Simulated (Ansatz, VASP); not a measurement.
## NaCl in VASP and in Ansatz

```xyz
2
Lattice="3.2220 0.0000 0.0000 0.0000 3.2220 0.0000 0.0000 0.0000 3.2220" Properties=species:S:1:pos:R:3 pbc="T T T"
Na    0.0000    0.0000    0.0000
Cl    1.6110    1.6110    1.6110
```

Change from the starting cell: strain -0.080 along x and y, -0.080 along z, atoms carried along.

Alike in both runs: task single point; functional LDA; k mesh 6 × 6 × 6; occupations gaussian, width 0.05 eV; no spin polarisation.

|  | VASP | Ansatz |
| --- | --- | --- |
| version | VASP 6.6.1 | Ansatz 0.2.0 |
| potentials or method | VASP PAW LDA potentials, release 64 (Na_pv, Cl) | scalar-relativistic, plane waves, PAW |
| plane-wave cutoff (eV) | 520 | 420 |
| valence electrons in the cell | 14 | 16 |

```csv
,VASP,Ansatz,Ansatz less VASP
gap on the k mesh at the Fermi level (eV),4.60,4.59,-0.010
least direct gap on the mesh (eV),4.99,4.97,-0.022
pressure (GPa),6.4,6.4,-0.01
```

The two sets of potentials don't hold the same shells in valence.

A k mesh can miss the band edges.
